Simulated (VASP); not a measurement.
Input of a VASP 6.6.1 run:

File INCAR:

```
SYSTEM = NaH
PREC = Accurate
ENCUT = 600
EDIFF = 1E-6
ISMEAR = 0
SIGMA = 0.02
LREAL = .False.
LASPH = .True.
NELM = 100
ALGO = Normal
ISIF = 3
LWAVE = .False.
LCHARG = .False.
GGA = PS
IBRION = 2
NSW = 100
EDIFFG = -0.005
```

The input KPOINTS:

```
Automatic mesh
0
Gamma
  8 8 8
  0 0 0
```

File POSCAR:

```
NaH
1.0
    0.0000000000      2.4400000000      2.4400000000
    2.4400000000      0.0000000000      2.4400000000
    2.4400000000      2.4400000000      0.0000000000
Na H
1 1
Direct
    0.0000000000      0.0000000000      0.0000000000
    0.5000000000      0.5000000000      0.5000000000
```

Potentials or basis: VASP PAW PBE potentials, release 64 (Na_pv, H).

Run with:

```console
$ cat potpaw_PBE.64/Na_pv/POTCAR potpaw_PBE.64/H/POTCAR > POTCAR
$ mpirun -np 1 vasp_std > vasp.out
```

(1) Estimate the relaxed cell.

(2) Estimate the band gap on the k mesh.

(3) Predict the relaxed volume.

(4) What does it give for the space group after relaxing (to 0.05 Å)?

Answers

(1) a = 3.389 Å, b = 3.389 Å, c = 3.389 Å, α = 60.00°, β = 60.00°, γ = 60.00°.

(2) 3.60 eV, indirect (least direct gap 4.51 eV).

(3) 13.76 Å³/atom.

(4) Fm-3m (No. 225).

Caveat: the PAW data sets were made with another functional, which shifts forces and pressure a little.
